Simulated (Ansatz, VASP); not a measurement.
## Two plane-wave programs on CoO

File INCAR:

```
SYSTEM = CoO
  PREC = Accurate
  ENCUT = 520
  EDIFF = 1E-7
  ISMEAR = 0
  SIGMA = 0.05
  LREAL = .FALSE.
  LASPH = .TRUE.
  NELM = 150
  ALGO = Normal
  ISIF = 2
  LWAVE = .FALSE.
  LCHARG = .FALSE.
  ISPIN = 2
  MAGMOM = 2.81 0.3
  LORBIT = 11
  LMAXMIX = 4
  LDAU = .TRUE.
  LDAUTYPE = 2
  LDAUL = 2 -1
  LDAUU = 3.3 0
  LDAUJ = 0 0
  LDAUPRINT = 1
  NBANDS = 18
```

KPOINTS

```
regular mesh
0
G
  10 10 10
  0 0 0
```

File POSCAR:

```
CoO
1.0
    0.0000000000      2.0984239479      2.0984239479
    2.0984239479      0.0000000000      2.0984239479
    2.0984239479      2.0984239479      0.0000000000
Co O
1 1
Direct
    0.0000000000      0.0000000000      0.0000000000
    0.5000000000      0.5000000000      0.5000000000
```

Input for Ansatz:

```yaml
crystal:
  lattice:
    - [0.0, 2.0984239479, 2.0984239479]
    - [2.0984239479, 0.0, 2.0984239479]
    - [2.0984239479, 2.0984239479, 0.0]
  atoms:
    - { symbol: Co, position: [0.0, 0.0, 0.0], spin: 2.8 }
    - { symbol: O, position: [0.5, 0.5, 0.5] }
basis:
  ecutwfc: 420
  ecutrho_ratio: 4
kpoints:
  mp_grid: { grid: [10, 10, 10] }
hamiltonian:
  xc: lda
  hubbard:
    sites:
      - { species: Co, l: d, u_eff: 3.3, starting_ns: start.occupation_matrices }
    ns_hold: { iters: 6 }
scf:
  occupations: { method: gaussian, width: 0.05 }
  lower_state_search: "off"
output:
  forces: true
  stress: true
  eigenvalues: true
  populations: true
  hubbard: { sites: [{ species: Co, l: d }] }
magnetization:
  spin_polarized: true
```

Alike in both runs: task single point; functional LDA; k mesh 10 × 10 × 10; occupations gaussian, width 0.05 eV; collinear spin; Hubbard terms Co d U = 3.3 eV.

|  | VASP | Ansatz |
| --- | --- | --- |
| version | VASP 6.6.1 | Ansatz 0.2.0 |
| potentials or method | VASP PAW LDA potentials, release 64 (Co, O) | scalar-relativistic, plane waves, PAW |
| plane-wave cutoff (eV) | 520 | 420 |
| valence electrons in the cell | 15 | 23 |

VASP gave:

```
pressure (GPa)                                                : -11.3
largest component of the traceless stress (GPa)               : 0.00
net moment per atom (μB)                                      : 1.50
size of the moment on the site where the two differ most (μB) : 2.69
```

Estimate Ansatz's values.

pressure (GPa): 0.0; largest component of the traceless stress (GPa): 0.30; net moment per atom (μB): 1.50; size of the moment on the site where the two differ most (μB): 2.55.

Site moments also hang on the region over which each program counts them. The programs project onto different local orbitals, so the same U acts differently. The two sets of potentials don't hold the same shells in valence. Ansatz warned: «symmetry_narrowed_by_occupation_matrices».

Caveats: a cell with one magnetic atom can't hold antiferromagnetic order, which such compounds often take. The state reached can hang on the start; a lower one may exist.
